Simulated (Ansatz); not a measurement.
Hf:

```
Hf
1.0
     0.00000    2.22000    2.22000
     2.22000    0.00000    2.22000
     2.22000    2.22000    0.00000
Hf
1
Direct
  0.00000 0.00000 0.00000
```

This isn't the form of Hf at room conditions, which is hcp.

- Program: Ansatz 0.2.0
- Task: relaxation of cell and atoms
- Functional: LDA
- Potentials or basis: Ansatz PAW
- Cutoff: 420 eV (not typed: the program's choice for these potentials)
- k mesh: 10 × 10 × 10
- Occupations: fermi-dirac, width 0.05 eV
- Spin: no spin polarisation

At the start: volume 21.88 Å³/atom.

Where does the relaxation end?

It ends after 4 steps and the volume is 20.76 Å³/atom (-5.1 %); space group Fm-3m (No. 225, to 0.05 Å).

Step by step:
```tsv
step	energy change (eV)	largest force (eV/Å)	volume (Å³)
1	0.0000	0.0000	21.88
2	-0.0209	0.0000	20.85
3	-0.0210	0.0000	20.76
4	-0.0208	0.0000	20.76
```

Final structure:
```
Hf
1.0
     0.00000    2.18135    2.18135
     2.18135    0.00000    2.18135
     2.18135    2.18135    0.00000
Hf
1
Direct
  0.00000 0.00000 0.00000
```

Caveat: the plane-wave basis is chosen anew once the cell has moved, so the energies of steps on either side of that aren't comparable; the PAW data sets come from PBE, with cores solved anew for the run's functional, which leaves a small shift of forces and pressure.
